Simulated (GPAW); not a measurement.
# ZnSe (Stilleite) (F-43m) in GPAW: further runs

Aim: see how the results for ZnSe (Stilleite) move with the level of theory and the settings. Levels: PBE, LDA. Tasks: relaxation of cell and atoms.

All numbers are computed with GPAW 26.7.0; they aren't measurements. Logs are shortened: lines on timing, memory, paths and dates and some standing lists are left out, and cuts for length are marked. The log counts tension as positive stress, the text compression.

**1. Starting point**

Symmetry: F-43m, No. 216, cubic system. Conventional cell: a = 5.668 Å, b = 5.668 Å, c = 5.668 Å, α = 90.00°, β = 90.00°, γ = 90.00°. Se (site symmetry -43m) has 4 Zn at 2.45 Å as nearest neighbours. Around Zn (site symmetry -43m) lie 4 Se at 2.45 Å.

**2. Relaxation of cell and atoms, PBE**

run.py

```python
from ase import Atoms
from ase.filters import FrechetCellFilter
from ase.io import write
from ase.optimize import BFGS
from gpaw import GPAW, PW

atoms = Atoms(['Se', 'Zn'],
              cell=[[0.0, 2.8338, 2.8338],
                    [2.8338, 0.0, 2.8338],
                    [2.8338, 2.8338, 0.0]],
              scaled_positions=[[0.75, 0.75, 0.75],
                                [0.0, 0.0, 0.0]],
              pbc=True)

calc = GPAW(mode=PW(600),
            xc='PBE',
            kpts={'size': (8, 8, 8), 'gamma': True},
            occupations={'name': 'fermi-dirac', 'width': 0.05},
            nbands=18,
            convergence={'density': 1e-05, 'forces': 0.0001},
            maxiter=150,
            txt='gpaw.txt')
atoms.calc = calc
opt = BFGS(FrechetCellFilter(atoms), trajectory='relax.traj', logfile='-')
done = opt.run(fmax=0.02, steps=60)
calc.write('gs.gpw')
write('result.traj', atoms)
print('Converged:', done)
print('Cell:', atoms.cell.cellpar().round(4))
print('Volume:', round(atoms.get_volume(), 4))
print(atoms.get_scaled_positions().round(5))
```

Potentials or basis: GPAW PAW data sets (gpaw-data 1.2.1), pw.

Started as:

```console
OMP_NUM_THREADS=1 python run.py
```

gpaw.txt:

```text
__  _  _
 | _ |_)|_||  |
 |__||  | ||/\| - 26.7.0

Input parameters:
  mode=PW(ecut=600.0),
  convergence={'density': 1e-05, 'forces': 0.0001},
  kpts=MonkhorstPack(size=(8, 8, 8), gamma=True),
  maxiter=150,
  nbands=18,
  occupations=Occupations(name='fermi-dirac', width=0.05),
  xc=XC(name='PBE')

Diagonalizing LCAO Hamiltonian
Converting LCAO to pw mode

                    Se

       Zn

Atoms  # Å, Bohr magnetons
|   | symbol |        x |        y |        z |    initial magnetic moments |
|---|--------|----------|----------|----------|-----------------------------|
| 0 |     Se | 4.250700 | 4.250700 | 4.250700 | ( 0.0000,  0.0000,  0.0000) |
| 1 |     Zn | 0.000000 | 0.000000 | 0.000000 | ( 0.0000,  0.0000,  0.0000) |

Unit cell  # Å
| periodic |        x |        y |        z |  lengths |    angles |
|----------|----------|----------|----------|----------|-----------|
|      yes | 0.000000 | 2.833800 | 2.833800 | 4.007598 | 60.000000 |
|      yes | 2.833800 | 0.000000 | 2.833800 | 4.007598 | 60.000000 |
|      yes | 2.833800 | 2.833800 | 0.000000 | 4.007598 | 60.000000 |

Number of symmetries: 24
Symmetry operations  # r_c * U_cc + t_c -> r_c
|    | kind |            matrix            |
|----|------|------------------------------|
|  0 |  E   |  1, 0, 0,  0, 1, 0,  0, 0, 1 |
|  1 |  σ   |  1, 0, 0,  0, 0, 1,  0, 1, 0 |
|  2 |  σ   |  1, 0,-1,  0, 1,-1,  0, 0,-1 |
|  3 |  C3  |  1, 0,-1,  0, 0,-1,  0, 1,-1 |
|  4 |  C3  |  1,-1, 0,  0,-1, 1,  0,-1, 0 |
|  5 |  σ   |  1,-1, 0,  0,-1, 0,  0,-1, 1 |
|  6 |  σ   |  0, 1, 0,  1, 0, 0,  0, 0, 1 |
|  7 |  C3  |  0, 1, 0,  0, 0, 1,  1, 0, 0 |
|  8 |  C2  |  0, 1,-1,  1, 0,-1,  0, 0,-1 |
|  9 |  S4  |  0, 1,-1,  0, 0,-1,  1, 0,-1 |
| 10 |  C3  |  0, 0, 1,  1, 0, 0,  0, 1, 0 |
| 11 |  σ   |  0, 0, 1,  0, 1, 0,  1, 0, 0 |
| 12 |  S4  |  0, 0,-1,  1, 0,-1,  0, 1,-1 |
| 13 |  C3  |  0, 0,-1,  0, 1,-1,  1, 0,-1 |
| 14 |  S4  |  0,-1, 1,  1,-1, 0,  0,-1, 0 |
| 15 |  C2  |  0,-1, 1,  0,-1, 0,  1,-1, 0 |
| 16 |  C3  |  0,-1, 0,  1,-1, 0,  0,-1, 1 |
| 17 |  S4  |  0,-1, 0,  0,-1, 1,  1,-1, 0 |
| 18 |  S4  | -1, 1, 0, -1, 0, 1, -1, 0, 0 |
| 19 |  C3  | -1, 1, 0, -1, 0, 0, -1, 0, 1 |
| 20 |  C3  | -1, 0, 1, -1, 1, 0, -1, 0, 0 |
| 21 |  S4  | -1, 0, 1, -1, 0, 0, -1, 1, 0 |
| 22 |  σ   | -1, 0, 0, -1, 1, 0, -1, 0, 1 |
| 23 |  C2  | -1, 0, 0, -1, 0, 1, -1, 1, 0 |
[... 170 lines left out ...]
|          1 |        -2.645 |     2.000 |
|          2 |        -2.645 |     2.000 |
|          3 |        -2.645 |     2.000 |
|          4 |        -2.279 |     2.000 |
|          5 |        -2.279 |     2.000 |
[... 10 lines left out ...]
|         16 |        16.945 |     0.000 |
|         17 |        16.945 |     0.000 |

Gap: 1.298 eV
Transition (v -> c):
  (s=0, k=0, n=8, [0.00, 0.00, 0.00]) -> (s=0, k=0, n=9, [0.00, 0.00, 0.00])
No difference between direct/indirect transitions

Stress tensor  # eV/Ang^3
|         x |         y |         z |
|-----------|-----------|-----------|
| -0.013040 | -0.000000 |  0.000000 |
| -0.000000 | -0.013040 |  0.000000 |
|  0.000000 |  0.000000 | -0.013040 |

Forces  # eV/Ang
|        x |       y |        z |
|----------|---------|----------|
| -0.00000 | 0.00000 | -0.00000 |  # Se   0
|  0.00000 | 0.00000 |  0.00000 |  # Zn   1

Interpolating wave functions to new cell

                    Se

       Zn

Atoms  # Å, Bohr magnetons
|   | symbol |         x |        y |        z |    initial magnetic moments |
|---|--------|-----------|----------|----------|-----------------------------|
| 0 |     Se |  4.259719 | 4.259719 | 4.259719 | ( 0.0000,  0.0000,  0.0000) |
| 1 |     Zn | -0.000000 | 0.000000 | 0.000000 | ( 0.0000,  0.0000,  0.0000) |

Unit cell  # Å
| periodic |        x |        y |         z |  lengths |    angles |
|----------|----------|----------|-----------|----------|-----------|
|      yes | 0.000000 | 2.839813 |  2.839813 | 4.016102 | 60.000000 |
|      yes | 2.839813 | 0.000000 |  2.839813 | 4.016102 | 60.000000 |
|      yes | 2.839813 | 2.839813 | -0.000000 | 4.016102 | 60.000000 |

Number of symmetries: 24
Symmetry operations  # r_c * U_cc + t_c -> r_c
|    | kind |            matrix            |
|----|------|------------------------------|
|  0 |  E   |  1, 0, 0,  0, 1, 0,  0, 0, 1 |
|  1 |  σ   |  1, 0, 0,  0, 0, 1,  0, 1, 0 |
|  2 |  σ   |  1, 0,-1,  0, 1,-1,  0, 0,-1 |
|  3 |  C3  |  1, 0,-1,  0, 0,-1,  0, 1,-1 |
|  4 |  C3  |  1,-1, 0,  0,-1, 1,  0,-1, 0 |
|  5 |  σ   |  1,-1, 0,  0,-1, 0,  0,-1, 1 |
|  6 |  σ   |  0, 1, 0,  1, 0, 0,  0, 0, 1 |
|  7 |  C3  |  0, 1, 0,  0, 0, 1,  1, 0, 0 |
|  8 |  C2  |  0, 1,-1,  1, 0,-1,  0, 0,-1 |
|  9 |  S4  |  0, 1,-1,  0, 0,-1,  1, 0,-1 |
| 10 |  C3  |  0, 0, 1,  1, 0, 0,  0, 1, 0 |
| 11 |  σ   |  0, 0, 1,  0, 1, 0,  1, 0, 0 |
| 12 |  S4  |  0, 0,-1,  1, 0,-1,  0, 1,-1 |
| 13 |  C3  |  0, 0,-1,  0, 1,-1,  1, 0,-1 |
| 14 |  S4  |  0,-1, 1,  1,-1, 0,  0,-1, 0 |
| 15 |  C2  |  0,-1, 1,  0,-1, 0,  1,-1, 0 |
| 16 |  C3  |  0,-1, 0,  1,-1, 0,  0,-1, 1 |
| 17 |  S4  |  0,-1, 0,  0,-1, 1,  1,-1, 0 |
| 18 |  S4  | -1, 1, 0, -1, 0, 1, -1, 0, 0 |
| 19 |  C3  | -1, 1, 0, -1, 0, 0, -1, 0, 1 |
| 20 |  C3  | -1, 0, 1, -1, 1, 0, -1, 0, 0 |
| 21 |  S4  | -1, 0, 1, -1, 0, 0, -1, 1, 0 |
| 22 |  σ   | -1, 0, 0, -1, 1, 0, -1, 0, 1 |
| 23 |  C2  | -1, 0, 0, -1, 0, 1, -1, 1, 0 |
[... 123 lines left out ...]
xc functional:
  name: PBE with 2 nearest neighbor stencil

convergence criteria:
- Maximum integral of absolute [dens]ity change: 1e-05 electrons / valence electron
- Maximum change in the atomic [forces] across last 2 cycles: 0.0001 eV/Ang OR
Maximum error relative to the maximum force is below inf
- Maximum [total energy] change in last 3 cyles: 0.0005 eV / valence electron
- Maximum integral of absolute [eigenst]ate change: 4e-08 eV^2 / valence electron
maximum number of iterations: 150

SCF iterations
|iter     | |      energy | eigst |  dens |force |
|---------|-|-------------|-------|-------|------|
|iter:   1| |   -6.106309 | -2.18 |       |      |
|iter:   2| |   -6.106066 | -4.16 | -2.45 |      |
|iter:   3| |   -6.104893c| -4.35 | -2.49 |      |
|iter:   4| |   -6.104850c| -5.32 | -3.20 |      |
|iter:   5| |   -6.104847c| -6.45 | -3.66 |      |
|iter:   6| |   -6.104847c| -7.05 | -4.25 |      |
|iter:   7| |   -6.104847c| -8.00c| -4.71 |      |
|iter:   8| |   -6.104847c| -8.32c| -5.42c|      |
|iter:   9| |   -6.104847c| -8.17c| -5.88c|-16.19c|

Converged in 9 steps
Energy contributions relative to reference atoms: (reference = -114964.858784)

Energy contributions:
  Kinetic:          12.607506
  Coulomb:         -10.752222
  Zero:             -0.037907
  External:          0.000000
  Xc:               -7.922223
  Entropy:          -0.000000
  Spinorbit:         0.000000
  ----------------------------
  Free energy:      -6.104847
  Extrapolated:     -6.104847

dipole moment: (-7.120141, -7.120141, -7.120141)  # |e|*Ang

Fermi level: 4.474
Eigenvalues  # (at kpt = [0.000, 0.000, 0.000])
| band index |      eig [eV] | occ [0-2] |
|------------|---------------|-----------|
|          0 |        -9.403 |     2.000 |
|          1 |        -2.690 |     2.000 |
|          2 |        -2.690 |     2.000 |
|          3 |        -2.690 |     2.000 |
|          4 |        -2.330 |     2.000 |
|          5 |        -2.330 |     2.000 |
[... 10 lines left out ...]
|         16 |        16.861 |     0.000 |
|         17 |        16.861 |     0.000 |

Gap: 1.273 eV
Transition (v -> c):
  (s=0, k=0, n=8, [0.00, 0.00, 0.00]) -> (s=0, k=0, n=9, [0.00, 0.00, 0.00])
No difference between direct/indirect transitions

Stress tensor  # eV/Ang^3
|         x |         y |         z |
|-----------|-----------|-----------|
| -0.010435 | -0.000000 |  0.000000 |
| -0.000000 | -0.010435 |  0.000000 |
|  0.000000 |  0.000000 | -0.010435 |

Forces  # eV/Ang
|        x |        y |        z |
|----------|----------|----------|
|  0.00000 | -0.00000 |  0.00000 |  # Se   0
| -0.00000 |  0.00000 | -0.00000 |  # Zn   1

Interpolating wave functions to new cell

                    Se

       Zn

Atoms  # Å, Bohr magnetons
|   | symbol |         x |         y |        z |    initial magnetic moments |
|---|--------|-----------|-----------|----------|-----------------------------|
| 0 |     Se |  4.297244 |  4.297244 | 4.297244 | ( 0.0000,  0.0000,  0.0000) |
| 1 |     Zn | -0.000000 | -0.000000 | 0.000000 | ( 0.0000,  0.0000,  0.0000) |

Unit cell  # Å
| periodic |        x |        y |        z |  lengths |    angles |
|----------|----------|----------|----------|----------|-----------|
|      yes | 0.000000 | 2.864829 | 2.864829 | 4.051480 | 60.000000 |
|      yes | 2.864829 | 0.000000 | 2.864829 | 4.051480 | 60.000000 |
|      yes | 2.864829 | 2.864829 | 0.000000 | 4.051480 | 60.000000 |

Number of symmetries: 24
Symmetry operations  # r_c * U_cc + t_c -> r_c
|    | kind |            matrix            |
|----|------|------------------------------|
|  0 |  E   |  1, 0, 0,  0, 1, 0,  0, 0, 1 |
|  1 |  σ   |  1, 0, 0,  0, 0, 1,  0, 1, 0 |
|  2 |  σ   |  1, 0,-1,  0, 1,-1,  0, 0,-1 |
|  3 |  C3  |  1, 0,-1,  0, 0,-1,  0, 1,-1 |
|  4 |  C3  |  1,-1, 0,  0,-1, 1,  0,-1, 0 |
|  5 |  σ   |  1,-1, 0,  0,-1, 0,  0,-1, 1 |
|  6 |  σ   |  0, 1, 0,  1, 0, 0,  0, 0, 1 |
|  7 |  C3  |  0, 1, 0,  0, 0, 1,  1, 0, 0 |
|  8 |  C2  |  0, 1,-1,  1, 0,-1,  0, 0,-1 |
|  9 |  S4  |  0, 1,-1,  0, 0,-1,  1, 0,-1 |
| 10 |  C3  |  0, 0, 1,  1, 0, 0,  0, 1, 0 |
| 11 |  σ   |  0, 0, 1,  0, 1, 0,  1, 0, 0 |
| 12 |  S4  |  0, 0,-1,  1, 0,-1,  0, 1,-1 |
| 13 |  C3  |  0, 0,-1,  0, 1,-1,  1, 0,-1 |
| 14 |  S4  |  0,-1, 1,  1,-1, 0,  0,-1, 0 |
| 15 |  C2  |  0,-1, 1,  0,-1, 0,  1,-1, 0 |
| 16 |  C3  |  0,-1, 0,  1,-1, 0,  0,-1, 1 |
| 17 |  S4  |  0,-1, 0,  0,-1, 1,  1,-1, 0 |
| 18 |  S4  | -1, 1, 0, -1, 0, 1, -1, 0, 0 |
| 19 |  C3  | -1, 1, 0, -1, 0, 0, -1, 0, 1 |
| 20 |  C3  | -1, 0, 1, -1, 1, 0, -1, 0, 0 |
| 21 |  S4  | -1, 0, 1, -1, 0, 0, -1, 1, 0 |
| 22 |  σ   | -1, 0, 0, -1, 1, 0, -1, 0, 1 |
| 23 |  C2  | -1, 0, 0, -1, 0, 1, -1, 1, 0 |
[... 123 lines left out ...]
xc functional:
  name: PBE with 2 nearest neighbor stencil

convergence criteria:
- Maximum integral of absolute [dens]ity change: 1e-05 electrons / valence electron
- Maximum change in the atomic [forces] across last 2 cycles: 0.0001 eV/Ang OR
Maximum error relative to the maximum force is below inf
- Maximum [total energy] change in last 3 cyles: 0.0005 eV / valence electron
- Maximum integral of absolute [eigenst]ate change: 4e-08 eV^2 / valence electron
maximum number of iterations: 150

SCF iterations
|iter     | |      energy | eigst |  dens |force |
|---------|-|-------------|-------|-------|------|
|iter:   1| |   -6.136580 | -0.97 |       |      |
|iter:   2| |   -6.132375 | -2.92 | -1.83 |      |
|iter:   3| |   -6.112222 | -3.11 | -1.87 |      |
|iter:   4| |   -6.111506 | -4.09 | -2.59 |      |
|iter:   5| |   -6.111452c| -5.22 | -3.05 |      |
|iter:   6| |   -6.111451c| -5.85 | -3.65 |      |
|iter:   7| |   -6.111452c| -6.76 | -4.09 |      |
|iter:   8| |   -6.111452c| -7.76c| -4.82 |      |
|iter:   9| |   -6.111452c| -8.55c| -5.26c|      |
|iter:  10| |   -6.111452c| -9.78c| -6.42c|-15.80c|

Converged in 10 steps
Energy contributions relative to reference atoms: (reference = -114964.858784)

Energy contributions:
  Kinetic:          11.040052
  Coulomb:          -9.518073
  Zero:             -0.035702
  External:          0.000000
  Xc:               -7.597729
  Entropy:          -0.000000
  Spinorbit:         0.000000
  ----------------------------
  Free energy:      -6.111452
  Extrapolated:     -6.111452

dipole moment: (-7.244616, -7.244616, -7.244616)  # |e|*Ang

Fermi level: 4.145
Eigenvalues  # (at kpt = [0.000, 0.000, 0.000])
| band index |      eig [eV] | occ [0-2] |
|------------|---------------|-----------|
|          0 |        -9.518 |     2.000 |
|          1 |        -2.878 |     2.000 |
|          2 |        -2.878 |     2.000 |
|          3 |        -2.878 |     2.000 |
|          4 |        -2.541 |     2.000 |
|          5 |        -2.541 |     2.000 |
[... 10 lines left out ...]
|         16 |        16.521 |     0.000 |
|         17 |        16.521 |     0.000 |

Gap: 1.169 eV
Transition (v -> c):
  (s=0, k=0, n=8, [0.00, 0.00, 0.00]) -> (s=0, k=0, n=9, [0.00, 0.00, 0.00])
No difference between direct/indirect transitions

Stress tensor  # eV/Ang^3
|         x |         y |         z |
|-----------|-----------|-----------|
| -0.000397 |  0.000000 |  0.000000 |
|  0.000000 | -0.000397 | -0.000000 |
|  0.000000 | -0.000000 | -0.000397 |

Forces  # eV/Ang
|       x |        y |        z |
|---------|----------|----------|
| 0.00000 | -0.00000 | -0.00000 |  # Se   0
| 0.00000 | -0.00000 |  0.00000 |  # Zn   1

# Writing to gs.gpw (mode='')
```

Wall time 56 s (1 thread of Intel Xeon Platinum 8259CL at 2.50GHz (Skylake/Cascade Lake), shared host); peak memory 0.19 GiB.

What came out:

- Free energy: -6.1115 eV
- Relaxed volume: 23.51 Å³/atom
- Relaxed cell: a = 4.051 Å, b = 4.051 Å, c = 4.051 Å, α = 60.00°, β = 60.00°, γ = 60.00°
- Space group after relaxing (to 0.05 Å): F-43m (No. 216)
- Energy gained by relaxing: 5.0 meV/atom
- Ionic steps: 3
- Pressure after relaxing: 0.1 GPa
- Band gap on the k mesh: 1.17 eV, direct

Step by step:
```csv
step,energy change (eV),largest force (eV/Å),pressure (GPa),volume (Å³)
1,0.0000,0.0000,2.09,45.51
2,-0.0034,0.0000,1.67,45.80
3,-0.0100,0.0000,0.06,47.02
```

Final structure:
```xyz
2
Lattice="0.0000 2.8648 2.8648 2.8648 0.0000 2.8648 2.8648 2.8648 0.0000" Properties=species:S:1:pos:R:3 pbc="T T T"
Se    4.2972    4.2972    4.2972
Zn    0.0000    0.0000    0.0000
```

Caveat: later steps reuse the first step's grids.

**3. Relaxation of cell and atoms, LDA**

run.py

```python
from ase.filters import FrechetCellFilter
from ase.io import read, write
from ase.optimize import BFGS
from gpaw import GPAW, PW

atoms = read('ZnSe.xyz')

calc = GPAW(mode=PW(600),
            xc='LDA',
            kpts={'size': (8, 8, 8), 'gamma': True},
            occupations={'name': 'fermi-dirac', 'width': 0.05},
            nbands=18,
            convergence={'density': 1e-05, 'forces': 0.0001},
            maxiter=150,
            txt='gpaw.txt')
atoms.calc = calc
opt = BFGS(FrechetCellFilter(atoms), trajectory='relax.traj', logfile='-')
done = opt.run(fmax=0.05, steps=60)
calc.write('gs.gpw')
write('result.traj', atoms)
print('Converged:', done)
print('Cell:', atoms.cell.cellpar().round(4))
print('Volume:', round(atoms.get_volume(), 4))
print(atoms.get_scaled_positions().round(5))
```

ZnSe.xyz

```xyz
2
Lattice="0.0000000000 2.8338000000 2.8338000000 2.8338000000 0.0000000000 2.8338000000 2.8338000000 2.8338000000 0.0000000000" Properties=species:S:1:pos:R:3 pbc="T T T"
Se     4.2507000000      4.2507000000      4.2507000000
Zn     0.0000000000      0.0000000000      0.0000000000
```

Potentials or basis: the program's PAW data sets (release 1.2.1) made for this functional, pw.

Started as:

```console
OMP_NUM_THREADS=1 python run.py
```

It took 52 s on 1 thread of Intel Xeon Platinum 8259CL at 2.50GHz (Skylake/Cascade Lake), shared host; peak memory 0.18 GiB.

It converged, with:

```yaml
Free_energy: -7.4749 eV
Relaxed_volume: 21.41 Å³/atom
Relaxed_cell: a = 3.927 Å, b = 3.927 Å, c = 3.927 Å, α = 60.00°, β = 60.00°, γ = 60.00°
Space_group_after_relaxing_to_0.05_Å: F-43m (No. 216)
Energy_gained_by_relaxing: 14.9 meV/atom
Ionic_steps: 3
Pressure_after_relaxing: 0.3 GPa
Band_gap_on_the_k_mesh: 1.30 eV, direct
```

Step by step:
| step | energy change (eV) | largest force (eV/Å) | pressure (GPa) | volume (Å³) |
| --- | --- | --- | --- | --- |
| 1 | 0.0000 | 0.0000 | -3.63 | 45.51 |
| 2 | -0.0103 | 0.0000 | -3.00 | 45.01 |
| 3 | -0.0298 | 0.0000 | 0.26 | 42.83 |

Final structure:
```cif
data_structure
_symmetry_space_group_name_H-M 'P 1'
_symmetry_Int_Tables_number 1
_cell_length_a 3.9271
_cell_length_b 3.9271
_cell_length_c 3.9271
_cell_angle_alpha 60.000
_cell_angle_beta 60.000
_cell_angle_gamma 60.000
_cell_volume 42.83
loop_
_atom_site_label
_atom_site_type_symbol
_atom_site_fract_x
_atom_site_fract_y
_atom_site_fract_z
_atom_site_occupancy
Se1 Se 0.75000 0.75000 0.75000 1
Zn1 Zn 0.00000 0.00000 0.00000 1
```

Levels at points of the mesh, in eV from the valence-band top:
```csv
k point,band 5,band 6,band 7,band 8,band 9,band 10,band 11,band 12,band 13,band 14
"(0.00, 0.00, 0.00)",-6.45,-6.45,0.00,0.00,0.00,1.30,5.70,5.70,5.70,9.91
"(0.50, 0.50, 0.00)",-6.39,-6.24,-5.09,-2.43,-2.43,2.68,3.32,10.97,11.52,11.52
"(0.50, 0.50, 0.50)",-6.43,-6.26,-5.69,-0.97,-0.97,2.47,6.29,6.29,8.50,11.06
```

Caveat: later steps reuse the first step's grids.
